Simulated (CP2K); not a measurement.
A run of CP2K 2026.2:

mg3sb2_bands.inp

```
&GLOBAL
  PROJECT mg3sb2_bands
  RUN_TYPE ENERGY_FORCE
  PRINT_LEVEL LOW
&END GLOBAL
&FORCE_EVAL
  METHOD QS
  STRESS_TENSOR ANALYTICAL
  &DFT
    BASIS_SET_FILE_NAME BASIS_MOLOPT_UZH
    POTENTIAL_FILE_NAME POTENTIAL_UZH
    &MGRID
      CUTOFF 1400
      REL_CUTOFF 60
      NGRIDS 5
    &END MGRID
    &QS
      METHOD GPW
      EPS_DEFAULT 1.0E-9
    &END QS
    &KPOINTS
      SCHEME MONKHORST-PACK 7 7 4
      GAMMA_CENTERED T
      SYMMETRY T
      SYMMETRY_BACKEND SPGLIB
    &END KPOINTS
    &SCF
      SCF_GUESS ATOMIC
      EPS_SCF 1.0E-6
      MAX_SCF 100
      ADDED_MOS 16
      CHOLESKY OFF
      EPS_EIGVAL 1.0E-7
      &DIAGONALIZATION ON
        ALGORITHM STANDARD
      &END DIAGONALIZATION
      &MIXING ON
        METHOD BROYDEN_MIXING
        ALPHA 0.4
        BETA 1.5
        NBUFFER 8
      &END MIXING
      &SMEAR ON
        METHOD FERMI_DIRAC
        ELECTRONIC_TEMPERATURE 116.05
      &END SMEAR
    &END SCF
    &XC
      &XC_FUNCTIONAL
        &GGA_X_PBE_SOL
        &END GGA_X_PBE_SOL
        &GGA_C_PBE_SOL
        &END GGA_C_PBE_SOL
      &END XC_FUNCTIONAL
    &END XC
    &PRINT
      &KPOINTS ON
      &END KPOINTS
      &MULLIKEN ON
      &END MULLIKEN
      &MO ON
        ENERGIES T
        OCCUPATION_NUMBERS T
        &EACH
          QS_SCF 0
        &END EACH
        ADD_LAST NUMERIC
      &END MO
      &BAND_STRUCTURE
        FILE_NAME bands.bs
        ADDED_MOS 4
        &KPOINT_SET
          UNITS B_VECTOR
          NPOINTS 6
          SPECIAL_POINT GAMMA 0.00000000 0.00000000 0.00000000
          SPECIAL_POINT M 0.50000000 0.00000000 0.00000000
          SPECIAL_POINT K 0.33333333 0.33333333 0.00000000
          SPECIAL_POINT GAMMA 0.00000000 0.00000000 0.00000000
          SPECIAL_POINT A 0.00000000 0.00000000 0.50000000
          SPECIAL_POINT L 0.50000000 0.00000000 0.50000000
          SPECIAL_POINT H 0.33333333 0.33333333 0.50000000
          SPECIAL_POINT A 0.00000000 0.00000000 0.50000000
        &END KPOINT_SET
        &KPOINT_SET
          UNITS B_VECTOR
          NPOINTS 6
          SPECIAL_POINT L 0.50000000 0.00000000 0.50000000
          SPECIAL_POINT M 0.50000000 0.00000000 0.00000000
        &END KPOINT_SET
        &KPOINT_SET
          UNITS B_VECTOR
          NPOINTS 6
          SPECIAL_POINT K 0.33333333 0.33333333 0.00000000
          SPECIAL_POINT H 0.33333333 0.33333333 0.50000000
        &END KPOINT_SET
      &END BAND_STRUCTURE
    &END PRINT
  &END DFT
  &SUBSYS
    &CELL
      A 4.5820000000 0.0000000000 0.0000000000
      B -2.2910000000 3.9681284001 0.0000000000
      C 0.0000000000 0.0000000000 7.2440000000
      PERIODIC XYZ
    &END CELL
    &COORD
      SCALED
      Sb  0.6666666667 0.3333333333 0.7650000000
      Sb  0.3333333333 0.6666666667 0.2350000000
      Mg  0.0000000000 0.0000000000 0.0000000000
      Mg  0.6666666667 0.3333333333 0.3700000000
      Mg  0.3333333333 0.6666666667 0.6300000000
    &END COORD
    &KIND Sb
      BASIS_SET TZVP-MOLOPT-PBE-GTH-q5
      POTENTIAL GTH-PBE-q5
    &END KIND
    &KIND Mg
      BASIS_SET TZVP-MOLOPT-PBE-GTH-q10
      POTENTIAL GTH-PBE-q10
    &END KIND
    &PRINT
      &ATOMIC_COORDINATES ON
      &END ATOMIC_COORDINATES
      &CELL ON
      &END CELL
      &SYMMETRY ON
      &END SYMMETRY
    &END PRINT
  &END SUBSYS
  &PRINT
    &FORCES ON
    &END FORCES
    &STRESS_TENSOR ON
    &END STRESS_TENSOR
  &END PRINT
&END FORCE_EVAL
```

Potentials or basis: POTENTIAL_UZH Sb GTH-PBE-q5, Mg GTH-PBE-q10; TZVP-MOLOPT-PBE-GTH basis.

Launch:

```sh
$ OMP_NUM_THREADS=1 mpirun -n 3 cp2k.psmp -i mg3sb2_bands.inp -o mg3sb2_bands.out
```

Hardware: 3 MPI ranks on Intel(R) Xeon(R) 6975P-C (Granite Rapids) (shared host).

**Question.** Estimate the wall time of this run.

**Answer.** It took 41 s on 3 MPI ranks on Intel(R) Xeon(R) 6975P-C (Granite Rapids), with other jobs on the host. Counts: scf iterations 24, k points 28, basis 64, bands 36, force evaluations 1.
